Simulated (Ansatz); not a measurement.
## Structure types of Zr compared at 64 GPa

Structure types of Zr are relaxed in primitive cells with their symmetry kept at 64 GPa, first on PAW files, then by LAPW. The enthalpy is E + pV at zero temperature, without zero-point motion. Only the types listed were tried, and differences under about 5 meV/atom are mesh noise. Not among the end structures: fcc, bcc, which may lie lower.

Computed with Ansatz 0.2.0; functional PBE, scalar-relativistic. Settings: Fermi–Dirac smearing of 0.05 eV, no spin polarisation. Methods: LAPW: all electrons, basis error target 0.5 meV/atom; PAW: frozen-core files, cutoff 420 eV.

k meshes: hcp 16×16×9, sc 15×15×15, diamond 12×12×12, omega 8×8×11.

Task: Which type is lowest in enthalpy, and by how much?

Result: hcp, 1 meV/atom below omega, which is within the noise of the k meshes. The whole table:

| start type | ends as | a, b, c (Å) | V (Å³/atom) | H − H(lowest), LAPW (meV/atom) | same, PAW |
| --- | --- | --- | --- | --- | --- |
| hcp | hcp, P6_3/mmc | 2.747, 2.747, 4.853 | 15.86 | 0.0 | 0.0 |
| sc | sc, Pm-3m | 2.528, 2.528, 2.528 | 16.16 | 1051.8 | 1051.5 |
| diamond | diamond, Fd-3m | 5.195, 5.195, 5.195 | 17.52 | 3433.4 | 3430.8 |
| omega | omega, P6/mmm | 4.487, 4.487, 2.759 | 16.04 | 1.4 | 1.4 |
